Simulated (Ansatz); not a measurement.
## How far is PAW off for TiNi?

```xyz
2
Lattice="2.9881 0.0000 0.0000 0.0000 2.9881 0.0000 0.0000 0.0000 2.9881" Properties=species:S:1:pos:R:3 pbc="T T T"
Ti    1.4940    1.4940    1.4940
Ni    0.0000    0.0000    0.0000
```

Atom numbers follow the list: Ti1, Ni2.

Conventional cell: a = 2.988 Å, b = 2.988 Å, c = 2.988 Å, α = 90.00°, β = 90.00°, γ = 90.00°. Around Ti (atom 1) lie 8 Ni at 2.59 Å. Ni (atom 2) is surrounded by 8 Ti at 2.59 Å.

Structure from Materials Project entry mp-571 (possibly hypothetical), not relaxed further.

Spin polarisation is left out, and whether a magnetic state lies lower isn't shown here.

All numbers are computed: DFT, PBEsol, PAW with Ansatz's default frozen-core files, scalar-relativistic (Ansatz 0.2.0); DFT, PBEsol, all-electron LAPW, scalar-relativistic (Ansatz 0.2.0).

For PAW: a Γ-centred 14×14×14 k mesh, Fermi–Dirac smearing of 0.05 eV, cutoff 420 eV, no spin polarisation; the PAW files were made with PBE, and the program remakes their frozen cores for this functional. LAPW targets a basis error of 1 meV/atom. The Ansatz runs share mesh, smearing and spin set-up. Plane-wave (PAW) pressures include the program's estimate of the Pulay term.

Stress and pressure are positive in compression.

Levels count from the Fermi level.

```tsv
quantity	PAW	LAPW
pressure (GPa)	-2.95	-3.00
highest filled level at Γ (eV)	-1.977	-1.977
lowest empty level at Γ (eV)	0.469	0.470
highest filled level at X (eV)	-0.594	-0.593
lowest empty level at X (eV)	0.647	0.645
highest filled level at M (eV)	-0.725	-0.724
lowest empty level at M (eV)	0.455	0.454
```

PAW's pressure differs from the LAPW value by +0.04 GPa.
